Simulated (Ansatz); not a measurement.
CuO (Tenorite) under changes of volume

One of the cells (10.135 Å³/atom); the others are scaled copies at fixed shape and fractional positions:

```
CELL_PARAMETERS angstrom
2.34185 -1.71130 0.00000
2.34185 1.71130 0.00000
-0.85003 0.00000 5.05787
ATOMIC_POSITIONS crystal
Cu 0.50000 0.00000 0.50000
Cu 0.00000 0.50000 0.00000
O 0.41840 0.58160 0.75000
O 0.58160 0.41840 0.25000
```

```yaml
Program: Ansatz 0.2.0
Functional: revPBE
Potentials_or_basis: Ansatz PAW
Cutoff: "420 eV (not typed: the program's choice for these potentials)"
k_mesh: 10 × 10 × 5
Occupations: fermi-dirac, width 0.05 eV
Spin: no spin polarisation
```

| volume (Å³/atom) | energy over the lowest point (meV/atom) | pressure (GPa) | largest force (eV/Å) |
| --- | --- | --- | --- |
| 9.527 | 78.87 | 23.5 | 0.005 |
| 9.730 | ? | ? | ? |
| 9.932 | 32.11 | 13.9 | 0.145 |
| 10.135 | 17.24 | 9.8 | 0.211 |
| 10.338 | 7.25 | 6.1 | 0.271 |
| 10.540 | 1.66 | 2.8 | 0.326 |
| 10.743 | 0.00 | -0.1 | 0.377 |

**Question.** What does the run at 9.730 Å³/atom give?

**Answer.** Energy over the lowest point 52.44 meV/atom; pressure 18.4 GPa; largest force 0.073 eV/Å.

Worked out: A Birch-Murnaghan fit of order 3 (a polynomial in V^(-2/3)) to the other rows has its minimum at 10.73 Å³/atom with B0 = V·E''(V) = 148 GPa and B' = 4.8 at fixed shape and positions, which overstates the stiffness. It gives 52.38 meV/atom at 9.730 Å³/atom, against the run's 52.44, and -dE/dV = 18.4 GPa, against 18.4.

Energies are extrapolated to zero smearing.

Caveats: the run has no spin polarisation, though such a crystal can be magnetic; the PAW data sets come from PBE, with cores solved anew for the run's functional, which leaves a small shift of forces and pressure.
